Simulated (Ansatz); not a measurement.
(100) slab cut from the bulk of ScAl3, Pm-3m (No. 221); the slab's formula is Sc3Al11:

```
CELL_PARAMETERS angstrom
4.08554 0.00000 0.00000
0.00000 4.08554 0.00000
0.00000 0.00000 27.25661
ATOMIC_POSITIONS crystal
Al 0.00000 0.50000 0.27516
Al 0.50000 0.00000 0.27516
Sc 0.00000 0.00000 0.35011
Al 0.50000 0.50000 0.35011
Al 0.00000 0.50000 0.42505
Al 0.50000 0.00000 0.42505
Sc 0.00000 0.00000 0.50000
Al 0.50000 0.50000 0.50000
Al 0.00000 0.50000 0.57495
Al 0.50000 0.00000 0.57495
Sc 0.00000 0.00000 0.64989
Al 0.50000 0.50000 0.64989
Al 0.00000 0.50000 0.72484
Al 0.50000 0.00000 0.72484
```

All numbers below come from DFT r2SCAN, scalar-relativistic, plane waves, PAW (Ansatz). Plane waves to 500 eV, a k mesh through Γ of 9×9×1 on the computed 14-atom cell and Gaussian smearing (0.10 eV); no spin polarisation. A dipole correction removes the field between periodic images along c.

Q: What forces act on the atoms?

A:
```csv
atom,Fx (eV/Å),Fy (eV/Å),Fz (eV/Å)
Al1,0.000,0.000,-0.138
Al2,0.000,0.000,-0.138
Sc3,0.000,0.000,0.280
Al4,0.000,0.000,-0.112
Al5,0.000,0.000,-0.036
Al6,0.000,0.000,-0.036
Sc7,0.000,0.000,0.000
Al8,0.000,0.000,0.000
Al9,0.000,0.000,0.036
Al10,0.000,0.000,0.036
Sc11,0.000,0.000,-0.280
Al12,0.000,0.000,0.112
Al13,0.000,0.000,0.138
Al14,0.000,0.000,0.138
```

Cost: 1 run of about 2.3 core-minutes, on Intel Xeon Processor @ 2.70GHz (shared hosts).